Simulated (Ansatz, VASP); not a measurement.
# YB6: VASP beside Ansatz

One calculation is typed for both programs; each brings its own data sets. How far apart do they land? The structure shown comes from an earlier Ansatz run, which isn't shown and may have moved the atoms alone.

Method: plane waves, with VASP 6.6.1 beside it; elastic constants at PBEsol, in Ansatz 0.2.0.

**1. Set-up**

The structure is cubic, space group Pm-3m (No. 221). The conventional cell has a = 4.078 Å, b = 4.078 Å, c = 4.078 Å, α = 90.00°, β = 90.00°, γ = 90.00°. Nearest to Y lie 24 B at 3.00 Å. Nearest to B lie 6 B at 1.62 to 2.45 Å and 4 Y at 3.00 Å. Farther neighbours are not listed.

**2. Ansatz: elastic constants, PBEsol**

Ansatz runs on its default PAW (the set named soft_2) files.

Elastic constants are differences of stresses under small strains, so they test the stress and the mesh.

Input file input.yaml:

```yaml
crystal:
  lattice:
    - [4.0778238802, 0.0, 0.0]
    - [0.0, 4.0778238802, 0.0]
    - [0.0, 0.0, 4.0778238802]
  atoms:
    - { symbol: "Y", position: [0.0, 0.0, 0.0] }
    - { symbol: B, position: [0.5, 0.5, 0.1990722905] }
    - { symbol: B, position: [0.5, 0.5, 0.8009277095] }
    - { symbol: B, position: [0.1990722905, 0.5, 0.5] }
    - { symbol: B, position: [0.8009277095, 0.5, 0.5] }
    - { symbol: B, position: [0.5, 0.1990722905, 0.5] }
    - { symbol: B, position: [0.5, 0.8009277095, 0.5] }
kpoints:
  mp_grid: { grid: [4, 4, 4] }
hamiltonian:
  xc: pbesol
scf:
  occupations: { method: methfessel_paxton, width: 0.25 }
output:
  forces: true
  stress: true
  eigenvalues: true
elastic:
  mode: relaxed_ion
  stencil: two_point
  amplitude: 0.01
```

The run is started by

```sh
> ansatz run input.yaml --threads 8 --pin off --max-ram 16384MiB --backend cpu --events-out ev --progress --plain --runs-dir out
```

Numbers of over 12 decimals in the logs are rounded to 6 here.

What it wrote:

```text
Engine: ansatz 0.2.0, aarch64-unknown-linux-gnu
Pseudopotentials: kind: paw
Pseudopotential: Y, paw, valence charge 11, recommended cutoff 420 eV (normal), Y.paw.azcp
Pseudopotential: B, paw, valence charge 3, recommended cutoff 420 eV (normal), B.paw.azcp
Functional definition: PBEsol
  exchange = pbesol_x
  correlation = pbesol_c
Crystal: 7 atoms, lattice volume = 67.809 Å³
Basis set: ecut = 420 eV, 1357 PW (Γ), exchange–correlation on 60×60×60 points (8 copies of the dense FFT grid, shifted against one another)
Bands: 22, of which v1, the nominal top of the filled ones, is band 15 counted from 1 (14 counted from 0)
Symmetry: 48 space group operations
Space group: Pm-3m (ITA 221), of the structure as read, at distance tolerance 4.1e-5 Å
k-points: 10 of 64
Non-local potential: Y, projectors of the file, l = 0: 3, l = 1: 2, l = 2: 2, l = 3: 1
Non-local potential: B, projectors of the file, l = 0: 2, l = 1: 2, l = 2: 1
PAW form: soft (Blöchl's): semilocal exchange-correlation on the pseudo side does not see the compensation charge
PAW frozen core: Y, regenerated for the run's functional, and the local potential with it (the file was generated under x = pbe(κ = 0.804, μ = 0.219515), c = pbe(β = 0.066725))
PAW frozen core: B, regenerated for the run's functional, and the local potential with it (the file was generated under x = pbe(κ = 0.804, μ = 0.219515), c = pbe(β = 0.066725))
PAW one-centre angular grid: Y, 590 points (default); XC on 64 Gauss nodes
PAW one-centre angular grid: B, 110 points (default); XC on 64 Gauss nodes
Initial density: superposition of atomic densities (neutral atoms: chi_scale 0, normalization atom), corrected by the library's trained network
Initial wavefunctions: pseudopotential atomic-orbital guess
Functional: x = pbesol(κ = 0.804, μ = 0.123457), c = pbesol(β = 0.046)
SCF iter   1: F=—  HF=-4713.863209 eV  |F-HF|=—  |Δ(HF+E_count)|=         —  Δρ=5.05e-3  dr2=3.75e-2  ethr=1.77e-3  ⟨swp⟩=5.2  Hψ=1026  notcnv=0
preconditioner: auto → Kerker (q_TF=auto, 2.368 Å⁻¹)  [metal: Δε(μ)=0.126 eV  Ē_g=9.729 eV  σ=0.250 eV  W_gap=0.41  n_scr=18 (ndim 8)  ℏωp=20.7 eV  f_vac=0.000  D(μ)=2.25/eV (n_scr^D=18)]
SCF iter   2: F=—  HF=-4713.855867 eV  |F-HF|=—  |Δ(HF+E_count)|=   7.34e-3  S|Δr|=    0.00e0  Δρ=2.96e-3  dr2=1.32e-2  ethr=1.29e-4  ⟨swp⟩=1.0  Hψ=300  notcnv=0
SCF iter   3: F=—  HF=-4713.852270 eV  |F-HF|=—  |Δ(HF+E_count)|=   3.60e-3  S|Δr|=    0.00e0  Δρ=4.90e-4  dr2=1.49e-4  ethr=4.56e-5  ⟨swp⟩=2.2  Hψ=269  notcnv=0
SCF iter   4: F=—  HF=-4713.852272 eV  |F-HF|=—  |Δ(HF+E_count)|=   2.67e-6  S|Δr|=    0.00e0  Δρ=9.73e-5  dr2=3.80e-6  ethr=5.13e-7  ⟨swp⟩=2.2  Hψ=301  notcnv=0
SCF iter   5: F=—  HF=-4713.852303 eV  |F-HF|=—  |Δ(HF+E_count)|=   3.04e-5  S|Δr|=    0.00e0  Δρ=3.54e-5  dr2=5.93e-7  ethr=1.31e-8  ⟨swp⟩=2.2  Hψ=313  notcnv=0
SCF iter   6: F=—  HF=-4713.852302 eV  |F-HF|=—  |Δ(HF+E_count)|=   3.29e-7  S|Δr|=    0.00e0  Δρ=4.98e-6  dr2=1.44e-8  ethr=2.04e-9  ⟨swp⟩=2.7  Hψ=326  notcnv=0
SCF iter   7: F=—  HF=-4713.852302 eV  |F-HF|=—  |Δ(HF+E_count)|=   4.96e-9  S|Δr|=    0.00e0  Δρ=8.61e-7  dr2=6.66e-10  ethr=4.96e-11  ⟨swp⟩=1.9  Hψ=276  notcnv=0
SCF iter   8: F=—  HF=-4713.852302 eV  |F-HF|=—  |Δ(HF+E_count)|=  8.55e-11  S|Δr|=    0.00e0  Δρ=1.69e-7  dr2=1.51e-11  ethr=2.30e-12  ⟨swp⟩=2.2  Hψ=315  notcnv=0
SCF iter   9: F=—  HF=-4713.852302 eV  |F-HF|=—  |Δ(HF+E_count)|=  3.64e-12  S|Δr|=    0.00e0  Δρ=1.64e-8  dr2=1.62e-13  ethr=5.19e-14 (applied; sched 1.00e-12)  ⟨swp⟩=2.4  Hψ=301  notcnv=0  defer=9
SCF iter  10: F=-4713.852302 eV  HF=-4713.852302 eV  |F-HF|=9.09e-13  |Δ(HF+E_count)|=  2.73e-12  S|Δr|=    0.00e0  Δρ=3.02e-9  dr2=2.70e-15  ethr=1.00e-12  ⟨swp⟩=8.8  Hψ=952  notcnv=0
SCF 1 converged in 10 iterations: F = -4713.852302 eV  dr2 = 2.70e-15
  greatest PAW one-centre occupation: 0.992 electrons in one spin orbital (limit 2), on the Y atom at site 0 (counted from 0), in its partial waves of l = 0
relax step   1: F+E_penalty+E_count = -4713.85230245 eV  Δ(F+E_penalty+E_count) = +0.000e0 eV  max|allowed force component| = 6.630e-4 eV/Å  Δτ_max = 0.0000 Å  (10 SCF iters, accepted)
[...]
relax step   2: F+E_penalty+E_count = -4713.85222073 eV  Δ(F+E_penalty+E_count) = -1.587e-3 eV  max|allowed force component| = 8.559e-3 eV/Å  Δτ_max = 0.0064 Å  (8 SCF iters, accepted)
[...]
relax step   3: F+E_penalty+E_count = -4713.85222234 eV  Δ(F+E_penalty+E_count) = -1.618e-6 eV  max|allowed force component| = 2.023e-4 eV/Å  Δτ_max = 0.0002 Å  (6 SCF iters, accepted)
[...]
relax step   4: F+E_penalty+E_count = -4713.85222235 eV  Δ(F+E_penalty+E_count) = -1.784e-9 eV  max|allowed force component| = 2.282e-5 eV/Å  Δτ_max = 0.0000 Å  (5 SCF iters, accepted)
iter 1 solved again at ethr=1.00e-12 eV; its pass at ethr=3.10e-3 eV (dr2=3.39e-12 eV) is discarded
SCF iter   1: F=—  HF=-4713.852193 eV  |F-HF|=—  |Δ(HF+E_count)|=         —  Δρ=1.20e-7  dr2=3.54e-12  ethr=1.00e-12  ⟨swp⟩=5.2  Hψ=2425  notcnv=0
SCF iter   2: F=—  HF=-4713.852222 eV  |F-HF|=—  |Δ(HF+E_count)|=   2.95e-5  S|Δr|=    0.00e0  Δρ=5.48e-8  dr2=7.49e-13  ethr=1.22e-14 (applied; sched 1.00e-12)  ⟨swp⟩=3.0  Hψ=1083  notcnv=0
SCF iter   3: F=—  HF=-4713.852222 eV  |F-HF|=—  |Δ(HF+E_count)|=  9.09e-13  S|Δr|=    0.00e0  Δρ=3.79e-8  dr2=3.58e-13  ethr=2.58e-15 (applied; sched 1.00e-12)  ⟨swp⟩=1.0  Hψ=463  notcnv=0
SCF iter   4: F=—  HF=-4713.852222 eV  |F-HF|=—  |Δ(HF+E_count)|=  9.09e-13  S|Δr|=    0.00e0  Δρ=1.99e-8  dr2=1.03e-13  ethr=1.24e-15 (applied; sched 1.00e-12)  ⟨swp⟩=1.2  Hψ=467  notcnv=0
SCF iter   5: F=-4713.852222 eV  HF=-4713.852222 eV  |F-HF|=2.73e-12  |Δ(HF+E_count)|=  9.09e-13  S|Δr|=    0.00e0  Δρ=1.64e-8  dr2=6.93e-14  ethr=1.00e-12  ⟨swp⟩=3.0  Hψ=944  notcnv=0
SCF 23 converged in 5 iterations: F = -4713.852222 eV  dr2 = 6.93e-14
SCF converged after 5 iterations
Stability not checked: this state was not tested for a lower state beside it, because cold or Methfessel-Paxton smearing, or corrected tetrahedra, fill the levels in a way that the test cannot read (fill_not_monotonic; see scf.lower_state_search)
Free energy (F): -4713.852302 eV
Harris-Foulkes:  -4713.852302 eV  (|F-HF|=9.09e-13)
Internal energy: -4713.831945 eV  (E = F + TS)
E sigma→0 (E₀):  -4713.847213 eV
Entropy (-TS):   -0.020357 eV (-2.908 meV/atom)
Fermi energy:    11.612225 eV
--- Per-component energies (eV) ---
  E_band       = -39.731460
  E_kinetic    = 609.223919
  E_local      = -668.869144  (includes V_loc(G=0)·N_el)
  E_nonlocal   = 120.175577
  E_hartree    = 201.498331
  E_xc         = -368.030093
  E_vxc        = -432.393786  (∫ρ·V_xc dr)
  E_paw        = -3226.492508  (= ΣΔE_a)
  E_vpaw       = -70.864671  (= ΣTr[D̂ρ^β])
  E_aug_tail   = -0.000015  (compensation charges beyond the density's cutoff)
  E_ewald      = -1381.575051
  E_core_change = 0.237038  (= ΣΔE_core)
  E_smearing   = -0.020357  (= −TS)
  E_closure    = 0.000000  (closes the sum)
  Σ components = -4713.852302   (vs F -4713.852302, Δ=0.00e0)
--- Forces (eV/Å), atoms counted from 1 ---
  atom   1  Y      0.00000000    -0.00000000     0.00000000
  atom   2  B      0.00000000    -0.00000000    -0.00000025
  atom   3  B      0.00000000    -0.00000000     0.00000025
  atom   4  B     -0.00000025     0.00000000     0.00000000
  atom   5  B      0.00000025    -0.00000000     0.00000000
  atom   6  B     -0.00000000    -0.00000025    -0.00000000
  atom   7  B      0.00000000     0.00000025     0.00000000
  max |Σ_I F_I| component: 2.66e-17 eV/Å
--- Stress (GPa, compression-positive) ---
        0.016985      -0.000000       0.000000
       -0.000000       0.016985       0.000000
        0.000000       0.000000       0.016985
  P = ⅓ Tr σ = 0.0170 GPa (0.170 kbar)
--- Band table (eV; the first three rows and the last of 10) ---
  k-point 0: bands = [... 11 lower, 9.6022, 9.6022, 9.6022, 12.6118, 12.6118, 12.7095, 12.7095, 12.7095, ... 3 higher]
  k-point 1: bands = [... 11 lower, 8.4353, 8.4353, 9.8850, 10.0915, 13.1480, 13.3586, 13.3586, 13.9049, ... 3 higher]
  k-point 2: bands = [... 11 lower, 7.6748, 8.2321, 8.9456, 10.2671, 12.8025, 12.8025, 13.1177, 13.7324, ... 3 higher]
  k-point 9: bands = [... 11 lower, 9.0589, 9.0589, 9.0589, 14.2382, 14.4680, 14.4680, 14.7849, 14.7849, ... 3 higher]
--- Elastic constants: 2 strain directions × 2 members + reference (group order 48) ---
  dense FFT box of the reference and of every strained cell: 30×30×30
  strains applied: 11, 23; error gains: componentwise 1.00 (the most a stress slope's error grows in a printed constant), spectral 1.73 (1 for all six strains in a standard setting)
  reference relaxed by the batch: 3 steps; max|allowed force component| 6.63e-4 eV/Å at the deck's positions, 2.73e-8 at the last accepted step, 2.46e-7 by the solve of record
  largest displacement 9.2e-6 Å; the constants are those of the deck's cell at these positions:
  atoms:
    - { symbol: Y, position: [0, 0, 0] }
    - { symbol: B, position: [0.500000, 0.500000, 0.199075] }
    - { symbol: B, position: [0.500000, 0.500000, 0.800925] }
    - { symbol: B, position: [0.199075, 0.500000, 0.500000] }
    - { symbol: B, position: [0.800925, 0.500000, 0.500000] }
    - { symbol: B, position: [0.500000, 0.199075, 0.500000] }
    - { symbol: B, position: [0.500000, 0.800925, 0.500000] }
  C = ∂σ_k/∂η_j (tension-positive GPa; Voigt order 11 22 33 23 13 12):
       468.545     30.695     30.695     -0.000     -0.000     -0.000
        30.695    468.545     30.695     -0.000     -0.000     -0.000
        30.695     30.695    468.545     -0.000     -0.000     -0.000
        -0.000      0.000      0.000      2.093      0.000      0.000
         0.000      0.000     -0.000     -0.000      2.093     -0.000
         0.000     -0.000      0.000      0.000      0.000      2.093
  reference stress σ⁰ (GPa):     -0.017     -0.017     -0.017     -0.000     -0.000      0.000
  C* (energy form; C + prestress term) asymmetry max|C*_kj − C*_jk| = 1.776e-14 GPa — a small one proves nothing (zero by symmetry where the batch's group is 432, −43m or m−3m); a large one is finite-difference/SCF noise where every solve meets its electron count
  moduli (Voigt/Reuss/Hill, GPa): K = 176.65/176.65/176.65   G = 88.83/3.47/46.15   E = 127.35   ν = 0.380
  mechanically stable: yes (min eigenvalue of sym C = 2.09 GPa)
  strain η (Voigt 11):  stress-route row diagonal C_11 = 468.55 GPa, energy-path curvature d²(F+E_count+ΔE)/dδ²/Ω₀ = 468.73 GPa
         δ    σ_11 (GPa)             F (eV)   n_scf  n_hpsi   n_pw
    -1.000e-2      -4.8370       -4713.8421533       4    4947   1341   relax 3 steps, max|allowed force component| 1.90e-5 eV/Å
     1.000e-2       4.5339       -4713.8426856       4    4979   1358   relax 3 steps, max|allowed force component| 7.58e-6 eV/Å
  strain η (Voigt 23):  stress-route row diagonal C_44 = 2.09 GPa, energy-path curvature d²(F+E_count+ΔE)/dδ²/Ω₀ = 1.41 GPa
         δ    σ_23 (GPa)             F (eV)   n_scf  n_hpsi   n_pw
    -1.000e-2      -0.0209       -4713.8522223       4    5873   1357   relax 5 steps, max|allowed force component| 4.38e-6 eV/Å
     1.000e-2       0.0209       -4713.8522223       5    5682   1357   relax 4 steps, max|allowed force component| 2.28e-5 eV/Å
```

The column dr2 measures how far the density is from self-consistency, as an energy; F and HF (Harris–Foulkes) agree once it is small.

(Part 1 of 2 ends here.)

[Lines on the potential files, build, host, timing and source positions are cut from VASP's logs without a mark.]

[Logs are printed without paths, hosts, clocks, repeated set-up lines and the standing remarks that a program may print on its own settings, such as how far it seeks lower states.]

[Hosts, paths, dates, database ids (printed as entryN), source tags and the programs' standing remarks are cut or masked in the printed files.]
